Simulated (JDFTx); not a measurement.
The system is PbS (Galena).

```
Pb S
1.0
     0.00000    2.96575    2.96575
     2.96575    0.00000    2.96575
     2.96575    2.96575    0.00000
Pb S
1 1
Direct
  0.00000 0.00000 0.00000
  0.50000 0.50000 0.50000
```

```yaml
Program: JDFTx 1.7.0 (patched build)
Task: relaxation of cell and atoms
Functional: PBEsol
Potentials_or_basis: PseudoDojo-SR-PBEsol-0.4-stringent with smoothed tails
Cutoff: 1225 eV
Density_cutoff: 9796 eV
k_mesh: 3 × 3 × 3
Occupations: methfessel-paxton, width 0.2 eV
Spin: no spin polarisation
```

At the start: pressure -2.1 GPa; volume 26.09 Å³/atom.

Q: How do energy, volume and symmetry change on relaxing?

A: Over 8 steps the energy falls by 6.3 meV/atom and the volume is 25.15 Å³/atom (-3.6 %); space group Fm-3m (No. 225, to 0.05 Å).

Step by step:
| step | energy change (eV) | largest force (eV/Å) | pressure (GPa) | volume (Å³) |
| --- | --- | --- | --- | --- |
| 1 | 0.0000 | 0.0000 | -2.07 | 52.17 |
| 2 | -0.0028 | 0.0000 | -1.84 | 51.94 |
| 3 | -0.0125 | 0.0000 | 0.06 | 50.24 |
| 4 | -0.0125 | 0.0000 | 0.00 | 50.29 |
| 5 | -0.0125 | 0.0000 | 0.00 | 50.29 |
| 6 | -0.0125 | 0.0000 | 0.00 | 50.29 |
| 7 | -0.0125 | 0.0000 | 0.00 | 50.29 |
| 8 | -0.0125 | 0.0000 | 0.00 | 50.29 |

Final structure:
```
Pb S
1.0
     0.00000    2.92971    2.92971
     2.92971    0.00000    2.92971
     2.92971    2.92971    0.00000
Pb S
1 1
Direct
  0.00000 0.00000 0.00000
  0.50000 0.50000 0.50000
```

Caveat: the k mesh is coarse (spacing up to 0.61 Å⁻¹), so the values aren't converged.
